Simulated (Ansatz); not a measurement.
# Os (Fm-3m) in Ansatz: further runs

The runs below take Os through band structure, projected density of states, ladder of functionals, with r2SCAN+rVV10, PBE+U, RPBE+U, BLYP.

All numbers are computed with Ansatz 0.2.0; they aren't measurements. Logs are shortened: lines on timing, memory, paths and dates and some standing lists are left out, and cuts for length are marked.

## 1. The crystal as given

Symmetry: Fm-3m, No. 225, cubic system. Conventional cell: a = 3.890 Å, b = 3.890 Å, c = 3.890 Å, α = 90.00°, β = 90.00°, γ = 90.00°. Os (site symmetry m-3m) is surrounded by 12 Os at 2.75 Å.

This isn't the form of Os at room conditions, which is hcp.

## 2. Band structure, r2SCAN+rVV10, spin-orbit coupling, no magnetisation

File input.yaml:

```yaml
crystal:
  lattice:
    - [0.0, 1.945, 1.945]
    - [1.945, 0.0, 1.945]
    - [1.945, 1.945, 0.0]
  atoms:
    - { symbol: Os, position_ang: [0.0, 0.0, 0.0] }
hamiltonian:
  xc: r2scan
  pseudopotentials: { kind: paw_fr }
  dispersion: rvv10
magnetization:
  noncollinear: true
  spin_orbit: true
kpoints:
  mp_grid: { grid: [12, 12, 12] }
  band_path:
    path:
      - [[0.0, 0.0, 0.0], [0.5, 0.0, 0.5], [0.5, 0.25, 0.75], [0.375, 0.375, 0.75], [0.0, 0.0, 0.0], [0.5, 0.5, 0.5], [0.625, 0.25, 0.625], [0.5, 0.25, 0.75], [0.5, 0.5, 0.5], [0.375, 0.375, 0.75]]
      - [[0.625, 0.25, 0.625], [0.5, 0.0, 0.5]]
    npoints: 14
scf:
  occupations: { method: cold, width: 0.001 }
  n_extra_bands: 6
  eigensolver: { kind: davidson }
output:
  forces: true
  stress: true
  eigenvalues: true
  fatbands: false
```

Potentials or basis: Ansatz PAW.

The run is started by

```bash
> ansatz run input.yaml --threads 1 --pin off --max-ram 2560MiB --backend cpu --events-out ev --progress --plain --runs-dir out
```

The log of the run:

```text
Warning: RAYON_NUM_THREADS=1 ignored (pool sized by the plan → 1); use --threads N
scf.n_extra_bands = 6 over 16 filled bands (N_el = 16.0): the run solves 22 bands
Engine: ansatz 0.2.0, x86_64-unknown-linux-gnu
Pseudopotentials: kind: paw_fr
Pseudopotential: Os, paw_fr, valence charge 16, recommended cutoff 500 eV (meta_gga), Os.paw.azcp#standard-fr
Functional definition: r2SCAN+rVV10
  parameter k0 = 0.174
  parameter k1 = 0.065
  parameter a1 = 4.9479
  exchange = r2scan_x(k0 = k0, k1 = k1, a1 = a1)
  correlation = r2scan_c + rvv10(11.95, 0.0093)
non-collinear run that drives no moment, with spin-orbit: no starting moment large enough to seed its density (crystal.atoms[].spin), no starting occupations that ask for one, no magnetisation constraint and no magnetic field, so the semilocal B_xc is pinned to zero
Crystal: 1 atoms, lattice volume = 14.716 Å³
Basis set: ecut = 500 eV, 339 PW (Γ), exchange–correlation on 96×96×96 points (64 copies of the dense FFT grid, shifted against one another)
Bands: 22, of which v1, the nominal top of the filled ones, is band 16 counted from 1 (15 counted from 0)
Symmetry: 48 space group operations + 48 with time reversal
Magnetic group: BNS 225.117 (UNI 1619), of the structure as read, at distance tolerance 2.5e-5 Å
k-points: 72 of 1728
Projection manifold: j_resolved (fully-relativistic pseudo-atomic orbitals)
Non-local potential: Os, projectors of the file, l = 0: 3, l = 1: 4, l = 2: 4, l = 3: 2
PAW form: soft (Blöchl's): semilocal exchange-correlation on the pseudo side does not see the compensation charge
rVV10 density: all electrons in the spheres
PAW frozen core: Os, regenerated for the run's functional (the file was generated under x = pbe(κ = 0.804, μ = 0.2195149727645171), c = pbe(β = 0.06672455060314922))
PAW one-centre angular grid: Os, 590 points (default); XC on 160 Gauss nodes
Initial density: superposition of atomic densities (chi_scale 0.1, normalization cell)
Initial wavefunctions: pseudopotential atomic-orbital guess
Functional: x = r2scan, c = r2scan + rvv10(b = 11.95, C = 0.0093); τ floored in thin density (d = 2e-4 eV/Å³)
iter 1 solved again at ethr=2.02e-3 eV; its pass at ethr=1.00e-1 eV (dr2=3.22e-1 eV) is discarded
SCF iter   1: F=—  HF=-11370.026370 eV  |F-HF|=—  |Δ(HF+E_count)|=         —  Δρ=4.95e-2  dr2=3.24e-1  dr2_τ=6.95e-3  dr2_m=0.00e0 (ungated)  ethr=2.02e-3  |M|=0.00e0 ∫|m|=0.00e0 μB  |m|>n=0.0e0 m-floor=0.0e0 τ_xc=0.0e0  β_m=0.30  ⟨swp⟩=2.5  Hψ=8344  notcnv=0
preconditioner: auto → none  [insulator: Δε(μ)=0.051 eV  Ē_g=9.706 eV  σ=0.001 eV  W_gap=0.75  n_scr=0 (ndim 8)  ℏωp=27.4 eV  f_vac=0.000  D(μ)=14.85/eV (n_scr^D=608)  ε∞_Penn≈9.0]
SCF iter   2: F=—  HF=-11369.973330 eV  |F-HF|=—  |Δ(HF+E_count)|=   5.30e-2  S|Δr|=    0.00e0  Δρ=2.61e-2  dr2=7.02e-2  dr2_τ=2.73e-3  dr2_m=0.00e0 (ungated)  ethr=2.02e-3  |M|=0.00e0 ∫|m|=0.00e0 μB  |m|>n=0.0e0 m-floor=0.0e0 τ_xc=0.0e0  β_m=0.43  ⟨swp⟩=2.5  Hψ=3234  notcnv=0  defer=2
iter 3 solved again at ethr=2.27e-5 eV; its pass at ethr=4.39e-4 eV (dr2=3.64e-3 eV) is discarded
SCF iter   3: F=—  HF=-11369.977561 eV  |F-HF|=—  |Δ(HF+E_count)|=   4.23e-3  S|Δr|=    0.00e0  Δρ=9.23e-3  dr2=3.70e-3  dr2_τ=1.69e-4  dr2_m=0.00e0 (ungated)  ethr=2.27e-5  |M|=0.00e0 ∫|m|=0.00e0 μB  |m|>n=0.0e0 m-floor=0.0e0 τ_xc=0.0e0  β_m=0.71  ⟨swp⟩=2.3  Hψ=7408  notcnv=0  defer=8
SCF iter   4: F=—  HF=-11369.980052 eV  |F-HF|=—  |Δ(HF+E_count)|=   2.49e-3  S|Δr|=    0.00e0  Δρ=1.62e-3  dr2=1.87e-4  dr2_τ=6.15e-5  dr2_m=0.00e0 (ungated)  ethr=2.27e-5  |M|=0.00e0 ∫|m|=0.00e0 μB  |m|>n=0.0e0 m-floor=0.0e0 τ_xc=0.0e0  β_m=0.62  ⟨swp⟩=3.1  Hψ=3556  notcnv=0  defer=10
SCF iter   5: F=—  HF=-11369.980058 eV  |F-HF|=—  |Δ(HF+E_count)|=   5.55e-6  S|Δr|=    0.00e0  Δρ=6.35e-4  dr2=2.94e-5  dr2_τ=2.58e-6  dr2_m=0.00e0 (ungated)  ethr=1.17e-6  |M|=0.00e0 ∫|m|=0.00e0 μB  |m|>n=0.0e0 m-floor=0.0e0 τ_xc=0.0e0  β_m=0.81  ⟨swp⟩=2.8  Hψ=3296  notcnv=0  defer=74
SCF iter   6: F=—  HF=-11369.980072 eV  |F-HF|=—  |Δ(HF+E_count)|=   1.37e-5  S|Δr|=    0.00e0  Δρ=5.26e-5  dr2=1.96e-7  dr2_τ=1.58e-8  dr2_m=0.00e0 (ungated)  ethr=1.84e-7  |M|=0.00e0 ∫|m|=0.00e0 μB  |m|>n=0.0e0 m-floor=0.0e0 τ_xc=0.0e0  β_m=0.89  ⟨swp⟩=3.7  Hψ=4120  notcnv=0  defer=46
SCF iter   7: F=-11369.980072 eV  HF=-11369.980072 eV  |F-HF|=8.97e-9  |Δ(HF+E_count)|=   3.02e-7  S|Δr|=    0.00e0  Δρ=7.20e-6  dr2=3.17e-9  dr2_τ=1.60e-10  dr2_m=0.00e0 (ungated)  ethr=1.23e-9  |M|=0.00e0 ∫|m|=0.00e0 μB  |m|>n=0.0e0 m-floor=0.0e0 τ_xc=0.0e0  ⟨swp⟩=3.3  Hψ=3530  notcnv=0  defer=8
SCF 1 converged in 7 iterations: F = -11369.980072 eV  dr2 = 3.17e-9
  Residual-converged pass: ⟨swp⟩=2.2  Hψ=2764  notcnv=0  max |occ|·‖R‖ = 6.6e-6 eV (tolerance 6.7e-6 eV)  dr2=3.22e-9  dr2_τ=1.48e-10  dr2_m=0.00e0 (ungated)  dr2_onsite=4.79e-11  max |Δocc| = 5.0e-12
NSCF: frozen V_eff on 142 k-points
SCF converged after 7 iterations
Stability not checked: this state was not tested for a lower state beside it, because cold or Methfessel-Paxton smearing, or corrected tetrahedra, fill the levels in a way that the test cannot read (fill_not_monotonic; see scf.lower_state_search)
Magnetization: |M| = 0.0000 μB,  M = (+0.0000, +0.0000, +0.0000) μB
Absolute magnetization: 0.0000 μB (∫|m|)
  site 0: m = (+0.0000, +0.0000, +0.0000) μB, |m| = 0.0000 μB  (R = 1.13 Å)
Free energy (F): -11369.980072 eV
Harris-Foulkes:  -11369.980072 eV  (|F-HF|=8.97e-9)
Internal energy: -11369.980071 eV  (E = F + TS)
E sigma→0 (E₀):  -11369.980072 eV
Entropy (-TS):   -0.000001 eV (-0.001 meV/atom)
Fermi energy:    24.281251 eV
--- Per-component energies (eV) ---
  E_band       = -107.387775
  E_kinetic    = 561.040222
  E_local      = -830.949420  (includes V_loc(G=0)·N_el)
  E_nonlocal   = -10.280983
  E_hartree    = 340.131798
  E_xc         = -249.470470
  E_vxc        = -313.277172  (∫ρ·V_xc dr)
  E_paw        = -9007.655547  (= ΣΔE_a)
  E_vpaw       = -212.528206  (= ΣTr[D̂ρ^β])
  E_aug_tail   = -0.000108  (compensation charges beyond the density's cutoff)
  E_vtau       = 18.345165  (kinetic-family band-sum trace: ∫τ·v_τ [+ j·A + Jᵃ·Aᵃ] dr)
  E_ewald      = -2172.393244
  E_core_change = -0.402320  (= ΣΔE_core)
  E_smearing   = -0.000001  (= −TS)
  E_closure    = 0.000000  (closes the sum)
  Σ components = -11369.980072   (vs F -11369.980072, Δ=0.00e0)
--- Forces (eV/Å), atoms counted from 1 ---
  atom   1  Os    -0.00000000     0.00000000     0.00000000
  max |Σ_I F_I| component: 2.84e-29 eV/Å
--- Stress (GPa, compression-positive) ---
      -19.799169       0.000000      -0.000000
        0.000000     -19.799169      -0.000000
        0.000000      -0.000000     -19.799169
  P = ⅓ Tr σ = -19.7992 GPa (-197.992 kbar)
--- Band table (eV; the first three rows and the last of 72) ---
  k-point 0: bands = ["-64.0564", "-64.0564", "-31.4502", "-31.4502", "-19.1139", "-19.1139", "-19.1139", "-19.1139", "13.2853", "13.2853", "20.9994", "20.9994", "20.9994", "20.9994", "21.7197", "21.7197", "24.3347", "24.3347", "24.3347", "24.3347", "38.1281", "38.1281"]
  k-point 1: bands = ["-64.0502", "-64.0502", "-31.4668", "-31.4668", "-19.1757", "-19.1757", "-19.1251", "-19.1251", "13.6073", "13.6073", "20.9091", "20.9091", "21.1030", "21.1030", "21.7881", "21.7881", "24.1963", "24.1963", "24.2808", "24.2808", "38.7079", "38.7079"]
  k-point 2: bands = ["-64.0334", "-64.0334", "-31.5122", "-31.5122", "-19.3414", "-19.3414", "-19.1556", "-19.1556", "14.4887", "14.4887", "20.6017", "20.6017", "21.2875", "21.2875", "22.0836", "22.0836", "23.9662", "23.9662", "24.2956", "24.2956", "39.8727", "39.8727"]
  k-point 71: bands = ["-63.9339", "-63.9339", "-31.7727", "-31.7727", "-19.9146", "-19.9146", "-19.6865", "-19.6865", "18.4821", "18.4821", "19.9775", "19.9775", "20.0367", "20.0367", "23.4620", "23.4620", "27.2820", "27.2820", "33.4882", "33.4882", "33.5992", "33.5992"]
```

Run time: 20 s. Hardware: 1 thread of INTEL XEON PLATINUM 8581C at 2.10GHz (Emerald Rapids), shared host; peak memory 0.47 GiB.

What came out:

```yaml
Free_energy: -11369.9801 eV
Pressure: -19.8 GPa
Band_gap_on_the_k_mesh: none (metal or under the smearing width)
```

Levels at the corners of the path, in eV from the Fermi level:
```
point  band 14  band 15  band 16  band 17  band 18  band 19
    Γ    -3.28    -2.56    -2.56     0.05     0.05     0.05
    X     1.85     2.10     2.10     2.66     2.66     3.47
    W    -4.24    -0.82    -0.82     3.00     3.00     9.21
    K    -2.25     0.20     0.20     2.05     2.05     7.08
    Γ    -3.28    -2.56    -2.56     0.05     0.05     0.05
    L    -2.80    -0.53    -0.53     2.06     2.06     2.59
    U    -2.25     0.20     0.20     2.05     2.05     7.08
    W    -4.24    -0.82    -0.82     3.00     3.00     9.21
    L    -2.80    -0.53    -0.53     2.06     2.06     2.59
    K    -2.25     0.20     0.20     2.05     2.05     7.08
    U    -2.25     0.20     0.20     2.05     2.05     7.08
    X     1.85     2.10     2.10     2.66     2.66     3.47
```

Caveat: so large a pressure means that the cell lies far from this level's equilibrium, or that cutoff or potentials fall short; pairwise dispersion overbinds metals, which lowers pressure and volume; the PAW data sets come from PBE, with cores solved anew for the run's functional, which leaves a small shift of forces and pressure.

## 3. Projected density of states, PBE+U, spin-orbit coupling, no magnetisation

File input.yaml:

```yaml
crystal:
  lattice:
    - [0.0, 1.945, 1.945]
    - [1.945, 0.0, 1.945]
    - [1.945, 1.945, 0.0]
  atoms:
    - { symbol: Os, position: [0.0, 0.0, 0.0] }
hamiltonian:
  xc: pbe
  pseudopotentials: { kind: paw_fr }
  hubbard:
    sites: [{ species: Os, l: d, u_eff: 4.0 }]
    projectors: all-electron-atomic
kpoints:
  mp_grid: { grid: [12, 12, 12] }
scf:
  occupations: { method: methfessel_paxton, width: 0.01 }
  n_extra_bands: 6
  lower_state_search: standard
output:
  forces: true
  stress: true
  eigenvalues: true
  dos: { projected: true, de: 0.05, nscf_kmesh: { grid: [18, 18, 18] } }
magnetization:
  noncollinear: true
  spin_orbit: true
```

Potentials or basis: Ansatz PAW.

The run is started by

```bash
> ansatz run input.yaml --threads 1 --pin off --max-ram 2560MiB --backend cpu --events-out ev --progress --plain --runs-dir out
```

It took 13 s on 1 thread of INTEL XEON PLATINUM 8581C at 2.10GHz (Emerald Rapids), shared host; peak memory 0.44 GiB.

It converged, with:

```
Free energy                          : -11410.3698 eV
Pressure                             : -20.9 GPa
Band gap on the k mesh               : none (metal or under the smearing width)
Density of states at the Fermi level : 0.68 states/eV per cell
```

Levels at points of the mesh, in eV from the Fermi level:
```csv
k point,band 14,band 15,band 16,band 17,band 18,band 19
"(0.00, 0.00, 0.00)",-3.59,-2.60,-2.60,0.06,0.06,0.06
"(0.00, 0.00, -0.50)",-2.88,0.27,0.27,2.04,2.04,2.68
"(0.00, -0.50, -0.50)",2.09,2.60,2.60,2.66,2.66,3.59
```

States per cell in windows of 0.5 eV (zero at the Fermi level; states under -8 eV left out):
| from (eV) | total | Os 5d j=2.5 | Os 5d j=1.5 | Os 6s j=0.5 |
| --- | --- | --- | --- | --- |
| -8.0 | 0.31 | 0.10 | 0.08 | 0.12 |
| -7.5 | 0.47 | 0.17 | 0.15 | 0.14 |
| -7.0 | 0.64 | 0.27 | 0.24 | 0.12 |
| -6.5 | 0.54 | 0.24 | 0.23 | 0.06 |
| -6.0 | 0.39 | 0.18 | 0.18 | 0.02 |
| -5.5 | 0.44 | 0.21 | 0.20 | 0.01 |
| -5.0 | 0.44 | 0.19 | 0.23 | 0.02 |
| -4.5 | 0.47 | 0.19 | 0.25 | 0.02 |
| -4.0 | 0.60 | 0.22 | 0.33 | 0.03 |
| -3.5 | 0.72 | 0.23 | 0.41 | 0.06 |
| -3.0 | 0.53 | 0.25 | 0.22 | 0.04 |
| -2.5 | 0.28 | 0.19 | 0.05 | 0.03 |
| -2.0 | 0.58 | 0.43 | 0.10 | 0.03 |
| -1.5 | 0.41 | 0.27 | 0.10 | 0.02 |
| -1.0 | 0.54 | 0.36 | 0.14 | 0.02 |
| -0.5 | 0.46 | 0.29 | 0.12 | 0.02 |
| 0.0 | 0.37 | 0.24 | 0.10 | 0.01 |
| 0.5 | 0.38 | 0.24 | 0.11 | 0.01 |
| 1.0 | 0.38 | 0.24 | 0.11 | 0.01 |
| 1.5 | 0.47 | 0.30 | 0.15 | 0.02 |
| 2.0 | 0.64 | 0.41 | 0.20 | 0.02 |
| 2.5 | 0.37 | 0.24 | 0.10 | 0.02 |
| 3.0 | 0.17 | 0.10 | 0.03 | 0.03 |
| 3.5 | 0.13 | 0.06 | 0.02 | 0.03 |
| 4.0 | 0.14 | 0.05 | 0.02 | 0.04 |
| 4.5 | 0.14 | 0.04 | 0.02 | 0.04 |
| 5.0 | 0.14 | 0.04 | 0.01 | 0.05 |
| 5.5 | 0.14 | 0.03 | 0.01 | 0.05 |
| 6.0 | 0.14 | 0.02 | 0.01 | 0.06 |
| 6.5 | 0.13 | 0.02 | 0.01 | 0.05 |
| 7.0 | 0.13 | 0.01 | 0.00 | 0.05 |
| 7.5 | 0.11 | 0.01 | 0.00 | 0.05 |

Caveat: U without spin polarisation on a metal has little footing; the U is typed as a test and isn't derived for this compound.

(Continued in part 2 of 2.)
